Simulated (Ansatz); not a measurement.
Predict the output of the script below (Ansatz 0.2.0 through its Python package).

Script `edit_cui.py`:
```python
'''Keys set on an Input object, for CuI.'''

import logging
import sys

import ansatz
import numpy as np
import pandas as pd

logging.basicConfig(stream=sys.stdout, format='%(name)s: %(message)s')
logger = logging.getLogger('cui')
logger.setLevel(logging.INFO)


def main() -> None:
    vectors = np.array([
        [4.0229, 0.0, 0.0],
        [0.0, 4.0229, 0.0],
        [0.0, 0.0, 5.6506],
    ])
    system = (
        ansatz.Lattice.of(vectors)
        .atom('Cu', (0.0, 0.0, 0.0))
        .atom('Cu', (0.5, 0.5, 0.0))
        .atom('I', (0.0, 0.5, 0.2913))
        .atom('I', (0.5, 0.0, 0.7087))
    )

    base = (
        system.calculation()
        .functional('pbesol')
        .basis(18 * ansatz.Ha)
        .kpoints(4, 4, 3)
        .occupations('Fixed')
        .band_table()
    )
    typed = base.input()
    rows = []
    for value in [4, 6, 9]:
        edited = typed.set(ansatz.key.basis.ecutrho_ratio, value)
        r = ansatz.Session.from_dict(edited).plan().execute().report
        rows.append((value, r['free_energy_ev'], r['n_iterations'], len(r['eigenvalues_ev'][0]) if 'eigenvalues_ev' in r else 0))
    print(pd.DataFrame(rows, columns=['density ratio', 'F eV', 'iterations', 'bands listed']).round(4).to_string(index=False))
    print(edited.to_yaml())


if __name__ == '__main__':
    main()
```

Running `python edit_cui.py` prints:
```text
 density ratio        F eV  iterations  bands listed
             4 -28042.4451           8            43
             6 -28042.4451           8            43
             9 -28042.4451           8            43
crystal:
  lattice:
    - [4.0229, 0.0, 0.0]
    - [0.0, 4.0229, 0.0]
    - [0.0, 0.0, 5.6506]
  atoms:
    - { symbol: Cu, position: [0.0, 0.0, 0.0] }
    - { symbol: Cu, position: [0.5, 0.5, 0.0] }
    - { symbol: I, position: [0.0, 0.5, 0.2913] }
    - { symbol: I, position: [0.5, 0.0, 0.7087] }
basis:
  ecutwfc: 489.804952427784
  ecutrho_ratio: 9
kpoints:
  mp_grid:
    grid: [4, 4, 3]
hamiltonian:
  xc: pbesol
scf:
  occupations:
    method: fixed
output:
  eigenvalues: true
```

Reading the output:
- Total energies depend on the potentials; only differences at equal settings carry meaning. A total without «per atom» is that of the cell as typed.
- Spin is left out of this run.
- Without a Hubbard U or exact exchange, semilocal functionals often make such 3d compounds metallic or too weakly gapped.
- The starting cell is as deposited in a crystallographic database; the results hold for this polymorph, which needn't be the stable one.
- Finished in 9.5 s on 1 thread of Arm Neoverse V2, with other jobs on the host, peak memory 0.56 GiB.

(Lines on the test bed's own set-up are left out of the output.)
